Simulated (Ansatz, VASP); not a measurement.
Cu: VASP beside Ansatz

The input INCAR:

```
PREC = Accurate
ENCUT = 520
EDIFF = 1E-6
ISMEAR = -1
SIGMA = 0.08
LREAL = F
LASPH = T
NELM = 80
ALGO = Normal
ISIF = 2
LWAVE = F
LCHARG = F
GGA = PE
NBANDS = 12
```

Contents of KPOINTS:

```
Automatic mesh
0
Gamma
  19 19 19
```

Contents of POSCAR:

```
Cu
1.0
    0.0000000000      1.8312856224      1.8312856224
    1.8312856224      0.0000000000      1.8312856224
    1.8312856224      1.8312856224      0.0000000000
Cu
1
Direct
    0.0000000000      0.0000000000      0.0000000000
```

Input for Ansatz:

```yaml
crystal:
  lattice:
    - [0.0, 1.8312856224, 1.8312856224]
    - [1.8312856224, 0.0, 1.8312856224]
    - [1.8312856224, 1.8312856224, 0.0]
  atoms:
    - { symbol: Cu, position: [0.0, 0.0, 0.0] }
kpoints:
  mp_grid: { grid: [19, 19, 19] }
  band_path:
    path:
      - [0.0, 0.0, 0.0]
      - [0.5, 0.0, 0.5]
      - [0.625, 0.25, 0.625]
      - [0.375, 0.375, 0.75]
      - [0.0, 0.0, 0.0]
      - [0.5, 0.5, 0.5]
      - [0.5, 0.25, 0.75]
      - [0.5, 0.0, 0.5]
    npoints: 5
scf:
  occupations: { method: fermi_dirac, width: 0.08 }
hamiltonian:
  xc: pbe
  pseudopotentials: { kind: all_electron, lapw: { basis_error: 0.00025 } }
output:
  forces: true
  stress: true
  eigenvalues: true
```

Change from the starting cell: volume scaled by 1.04.

Alike in both runs: task single point; functional PBE; k mesh 19 × 19 × 19; occupations fermi-dirac, width 0.08 eV; no spin polarisation.

```csv
,VASP,Ansatz
version,VASP 6.6.1,Ansatz 0.2.0
potentials or method,"VASP PAW PBE potentials, release 64 (Cu)","all-electron LAPW, scalar-relativistic"
plane-wave cutoff (eV),520,see its input
```

Ansatz gave:

```
pressure (GPa) : -3.6
```

**Question.** Estimate VASP's values.

**Answer.** Pressure (GPa): -3.0.

Ansatz ran all-electron here, so the differences hold the error of VASP's frozen core and of both bases.
